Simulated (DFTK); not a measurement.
# LiCl under changes of volume

One of the cells (16.871 Å³/atom); the others are scaled copies at fixed shape and fractional positions:

```xyz
2
Lattice="0.0000 2.5648 2.5648 2.5648 0.0000 2.5648 2.5648 2.5648 0.0000" Properties=species:S:1:pos:R:3 pbc="T T T"
Cl    2.5648    2.5648    2.5648
Li    0.0000    0.0000    0.0000
```

| Property | Result |
| --- | --- |
| Program | DFTK 0.8.2 |
| Functional | PBEsol |
| Potentials or basis | dojo.nc.sr.pbesol.v0_4_1.standard.upf (PBEsol) |
| Cutoff | 1007 eV |
| k mesh | 9 × 9 × 9 |
| Occupations | fermi-dirac, width 0.05 eV |
| Spin | no spin polarisation |

```tsv
volume (Å³/atom)	energy over the lowest point (meV/atom)	pressure (GPa)	gap on the mesh (eV)
15.859	0.94	0.8	6.49
16.196	0.00	0.0	6.36
16.534	0.62	-0.6	6.24
16.871	2.62	-1.3	6.13
17.209	5.87	-1.8	6.02
17.546	?	?	?
17.883	15.59	-2.8	5.82
```

**Question.** What does the run at 17.546 Å³/atom give?

**Answer.** Energy over the lowest point 10.23 meV/atom; pressure -2.3 GPa; gap on the mesh 5.91 eV.

Worked out: A Birch-Murnaghan fit of order 3 (a polynomial in V^(-2/3)) to the other rows has its minimum at 16.23 Å³/atom with B0 = V·E''(V) = 35 GPa and B' = 4.3. It gives 10.23 meV/atom at 17.546 Å³/atom, against the run's 10.23, and -dE/dV = -2.3 GPa, against -2.3. A straight line through the other rows of the gap, of slope -5.56 eV per unit of ln V (its deformation potential), gives 5.92 eV, against the run's 5.91.

Energies are extrapolated to zero smearing.

Caveats: an odd mesh through Γ misses points on the zone boundary, where band edges often lie.
